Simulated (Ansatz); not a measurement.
# ZnS: the cost of one run

Method: DFT r2SCAN, scalar-relativistic, plane waves, PAW, in Ansatz 0.2.0.

1 further run of the same task is left out (set aside as unsound or not needed).

## 1. The system as given

Symmetry: P6_3mc, No. 186, hexagonal system. The conventional cell has a = 3.807 Å, b = 3.807 Å, c = 6.246 Å, α = 90.00°, β = 90.00°, γ = 120.00°. Zn (site symmetry 3m) has 4 S at 2.33 to 2.34 Å as nearest neighbours. Around S (site symmetry 3m) lie 4 Zn at 2.33 to 2.34 Å.

As a file:

```
Zn S
1.0
     3.80672    0.00000    0.00000
    -1.90336    3.29672    0.00000
     0.00000    0.00000    6.24574
Zn S
2 2
Direct
  0.33333 0.66667 0.00539
  0.66667 0.33333 0.50539
  0.33333 0.66667 0.37961
  0.66667 0.33333 0.87961
```

This cell was relaxed beforehand with the same method: volume 19.60 Å³/atom, gap on the mesh 2.78 eV.

## 2. The reference cell

Reference values: F = -8466.8882 eV; pressure -0.03 GPa; largest force 0.000 eV/Å; gap on the mesh 2.78 eV. It was computed beforehand with the settings of the runs below.

## 3. The disturbance

All atoms moved at random, sigma 0.25 Å a component. Displacements in the unstrained cell, with the mean shift removed:

```
atom  ux (Å)  uy (Å)  uz (Å)
 Zn1  -0.339  -0.152  -0.244
 Zn2   0.359  -0.188  -0.060
  S3   0.213   0.592   0.092
  S4  -0.234  -0.251   0.211
```

## 4. Single point of the disturbed structure

Input file input.yaml:

```yaml
crystal:
  lattice:
    - [3.806721744, 0.0, 0.0]
    - [-1.903360872, 3.2967177354, 0.0]
    - [0.0, 0.0, 6.2457351616]
  atoms:
    - { symbol: Zn, position: [0.2212265973, 0.6204777952, -0.033599916] }
    - { symbol: Zn, position: [0.7324587068, 0.2762074157, 0.4958207538] }
    - { symbol: S, position: [0.4790940474, 0.8461113184, 0.3944165555] }
    - { symbol: S, position: [0.5672206485, 0.2572034707, 0.9133626067] }
basis:
  ecutwfc: 500
kpoints:
  mp_grid: { grid: [6, 6, 4] }
hamiltonian:
  xc: r2scan
scf:
  occupations: { method: gaussian, width: 0.05 }
output:
  forces: true
  stress: true
  eigenvalues: true
  write_density: true
  write_potential: true
  elf: true
  volumetric_format: npy
```

The run is started by

```
$ ansatz run input.yaml --threads 1 --pin off --max-ram 2560MiB --backend cpu --events-out ev --progress --plain --runs-dir out
```

What time and memory should one allow on 1 thread of Arm Neoverse V1, shared host?

About 45 s, with a peak of 0.53 GiB.
